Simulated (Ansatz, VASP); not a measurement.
# One calculation of HfO2, two programs

Contents of POSCAR:

```
HfO2
1.0
    0.0000000000      2.5291609878      2.4027029384
    2.5291609878      0.0000000000      2.4027029384
    2.5291609878      2.5291609878      0.0000000000
Hf O
1 2
Direct
    0.0000000000      0.0000000000      0.0000000000
    0.2500000000      0.2500000000      0.2500000000
    0.7500000000      0.7500000000      0.7500000000
```

File INCAR.step1:

```
PREC = Accurate
ENCUT = 520
ISMEAR = 0
SIGMA = 0.05
LREAL = F
LASPH = T
NELM = 80
NBANDS = 18
GGA = PE
ALGO = Normal
EDIFF = 1E-4
LWAVE = T
LCHARG = F
```

Contents of INCAR.step2:

```
PREC = Accurate
ENCUT = 520
EDIFF = 1E-6
ISMEAR = 0
SIGMA = 0.05
LREAL = F
LASPH = T
NELM = 80
ALGO = Normal
ISIF = 2
LWAVE = F
LCHARG = T
METAGGA = R2SCAN
LMIXTAU = T
LELF = T
LVHAR = T
NBANDS = 18
ISTART = 1
```

File KPOINTS:

```
regular mesh
0
Gamma
  8 8 8
```

Input for Ansatz:

```yaml
crystal:
  lattice:
    - [0.0, 2.5291609878, 2.4027029384]
    - [2.5291609878, 0.0, 2.4027029384]
    - [2.5291609878, 2.5291609878, 0.0]
  atoms:
    - { symbol: Hf, position: [0.0, 0.0, 0.0] }
    - { symbol: O, position: [0.25, 0.25, 0.25] }
    - { symbol: O, position: [0.75, 0.75, 0.75] }
basis:
  ecutwfc: 500
kpoints:
  mp_grid: { grid: [8, 8, 8] }
hamiltonian:
  xc: r2scan
scf:
  occupations: { method: gaussian, width: 0.05 }
output:
  forces: true
  stress: true
  eigenvalues: true
```

Change from the starting cell: strain +0.000 along x and y, -0.050 along z, atoms carried along.

Alike in both runs: task single point; functional r2SCAN; k mesh 8 × 8 × 8; occupations gaussian, width 0.05 eV; no spin polarisation.

```csv
,VASP,Ansatz
version,VASP 6.6.1,Ansatz 0.2.0
potentials or method,"VASP PAW PBE potentials, release 64 (Hf_pv, O)","scalar-relativistic, plane waves, PAW"
plane-wave cutoff (eV),520,500
valence electrons in the cell,22,38
```

Ansatz gave:

```
gap on the k mesh at the Fermi level (eV)       : 3.81
least direct gap on the mesh (eV)               : 3.97
pressure (GPa)                                  : 15.6
largest component of the traceless stress (GPa) : 17.95
```

Task: Estimate VASP's values.

Result: gap on the k mesh at the Fermi level (eV): 3.81; least direct gap on the mesh (eV): 3.99; pressure (GPa): 11.2; largest component of the traceless stress (GPa): 18.28.

One of these differences is far larger than is usual between the two programs; its cause wasn't traced. The two sets of potentials don't hold the same shells in valence.

Caveats: the PAW data sets were made with another functional, which shifts forces and pressure a little (VASP); spin-orbit coupling is left out, which moves the levels of the heavy elements. A k mesh can miss the band edges.
